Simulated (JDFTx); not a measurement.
## ZnSe (Stilleite) under changes of volume

One of the cells (22.757 Å³/atom); the others are scaled copies at fixed shape and fractional positions:

```xyz
2
Lattice="0.0000 2.8338 2.8338 2.8338 0.0000 2.8338 2.8338 2.8338 0.0000" Properties=species:S:1:pos:R:3 pbc="T T T"
Se    4.2507    4.2507    4.2507
Zn    0.0000    0.0000    0.0000
```

| Property | Result |
| --- | --- |
| Program | JDFTx 1.7.0 (patched build) |
| Functional | PBEsol |
| Potentials or basis | PseudoDojo-SR-PBEsol-0.4.1-standard with smoothed tails |
| Cutoff | 1170 eV |
| Density cutoff | 9361 eV |
| k mesh | 8 × 8 × 8 |
| Occupations | fermi-dirac, width 0.05 eV |
| Spin | no spin polarisation |

| volume (Å³/atom) | energy over the lowest point (meV/atom) | pressure (GPa) | gap on the mesh (eV) |
| --- | --- | --- | --- |
| 21.391 | ? | ? | ? |
| 21.846 | 2.26 | 1.5 | 1.33 |
| 22.301 | 0.00 | 0.1 | 1.25 |
| 22.757 | 1.56 | -1.2 | 1.17 |
| 23.212 | 6.52 | -2.3 | 1.09 |
| 23.667 | 14.50 | -3.3 | 1.02 |
| 24.122 | 25.21 | -4.2 | 0.95 |

Q: What does the run at 21.391 Å³/atom give?

A: Energy over the lowest point 8.77 meV/atom; pressure 3.1 GPa; gap on the mesh 1.42 eV.

Worked out: A Birch-Murnaghan fit of order 3 (a polynomial in V^(-2/3)) to the other rows has its minimum at 22.33 Å³/atom with B0 = V·E''(V) = 65 GPa and B' = 4.6. It gives 8.78 meV/atom at 21.391 Å³/atom, against the run's 8.77, and -dE/dV = 3.1 GPa, against 3.1. A straight line through the other rows of the gap, of slope -3.85 eV per unit of ln V (its deformation potential), extrapolates to 1.41 eV, against the run's 1.42.

Energies are extrapolated to zero smearing.

Spin-orbit coupling on Se is left out.
